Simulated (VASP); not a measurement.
Crystal: Al.

```
Al
1.0
     0.00000    3.02361    3.02361
     3.02361    0.00000    3.02361
     3.02361    3.02361    0.00000
Al
2
Direct
  0.12500 0.12500 0.12500
  0.87500 0.87500 0.87500
```

This isn't the form of Al at room conditions, which is fcc.

Base run:

- Program: VASP 6.6.1
- Functional: HSE06
- Potentials or basis: VASP PAW PBE potentials, release 64 (Al)
- Cutoff: 520 eV
- k mesh: 5 × 5 × 5
- Occupations: fermi-dirac, width 0.1 eV
- Spin: no spin polarisation

Its results: band gap on the k mesh none (metal or under the smearing width); pressure -0.6 GPa.

Problem. The run is repeated on the same cell with these changes: functional from HSE06 to PBE; further incar settings from ALGO = Normal; EDIFF = 1e-06; NBANDS = 10 to ALGO = Fast; EDIFF = 1e-06; NBANDS = 10. What comes out?

Solution. Band gap on the k mesh none (metal or under the smearing width); pressure -0.1 GPa.

Caveats: the PAW data sets were made with another functional, which shifts forces and pressure a little (some runs).
